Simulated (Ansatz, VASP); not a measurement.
# W3C2 in VASP and in Ansatz

The input INCAR:

```
SYSTEM = W3C2
PREC     = Accurate       ! precision mode
ENCUT    = 600            ! plane-wave cutoff, eV
EDIFF    = 1E-7           ! SCF threshold, eV
ISMEAR   = 0              ! smearing method
SIGMA    = 0.1            ! smearing width, eV
LREAL    = .False.        ! projectors in reciprocal space
LASPH    = .True.         ! aspherical terms in the spheres
NELM     = 100            ! most SCF steps
ALGO     = Normal         ! electronic algorithm
ISIF     = 3              ! what is computed and relaxed
LWAVE    = .False.        ! write WAVECAR
LCHARG   = .False.        ! write CHGCAR
GGA      = PE             ! functional
IBRION   = 2              ! ionic algorithm
NSW      = 100            ! ionic steps
EDIFFG   = -0.01          ! ionic threshold
```

The input KPOINTS:

```
Automatic mesh
0
Gamma
  15 15 6
  0 0 0
```

Contents of POSCAR:

```
W3C2
1.0
    3.0246279271      0.0000000000      0.0000000000
   -1.5123139636      2.6194046219      0.0000000000
    0.0000000000      0.0000000000      7.4016719701
W C
3 2
Direct
    0.0000000000      0.0000000000      0.0000000000
    0.3333333333      0.6666666667      0.6565897309
    0.6666666667      0.3333333333      0.3434102691
    0.3333333333      0.6666666667      0.1774828895
    0.6666666667      0.3333333333      0.8225171105
```

Input for Ansatz:

```yaml
crystal:
  lattice:
    - [3.0246279271, 0.0, 0.0]
    - [-1.5123139636, 2.6194046219, 0.0]
    - [0.0, 0.0, 7.4016719701]
  atoms:
    - { symbol: W, position: [0.0, 0.0, 0.0] }
    - { symbol: W, position: [0.3333333333, 0.6666666667, 0.6565897309] }
    - { symbol: W, position: [0.6666666667, 0.3333333333, 0.3434102691] }
    - { symbol: C, position: [0.3333333333, 0.6666666667, 0.1774828895] }
    - { symbol: C, position: [0.6666666667, 0.3333333333, 0.8225171105] }
basis:
  ecutwfc: 420
kpoints:
  mp_grid: { grid: [15, 15, 6] }
hamiltonian:
  xc: pbe
scf:
  occupations: { method: gaussian, width: 0.1 }
output:
  forces: true
  stress: true
  eigenvalues: true
relax:
  adjacent_minimum: "off"
  f_tol: 0.01
  max_steps: 80
  cell: { stress_tol: 0.05 }
```

Alike in both runs: task relaxation of cell and atoms; functional PBE; k mesh 15 × 15 × 6; occupations gaussian, width 0.1 eV; no spin polarisation.

|  | VASP | Ansatz |
| --- | --- | --- |
| version | VASP 6.6.1 | Ansatz 0.2.0 |
| potentials or method | VASP PAW PBE potentials, release 64 (W_sv, C) | scalar-relativistic, plane waves, PAW |
| plane-wave cutoff (eV) | 600 | 420 |
| valence electrons in the cell | 50 | 50 |

|  | VASP | Ansatz | Ansatz less VASP |
| --- | --- | --- | --- |
| gap on the k mesh at the Fermi level, each at its own relaxed structure (eV) | none | none | - |
| relaxed volume (Å³/atom) | 11.78 | 11.75 | -0.027 |
| relaxed cell length with the largest relative difference (Å) | 3.032 | 3.030 | -0.0025 |
| energy change over the relaxation (meV/atom) | -2 | -2 | -0.1 |

A gap of «none» marks a metal or a gap that the smearing closes.

Spin-orbit coupling is left out, which matters for the levels of W.
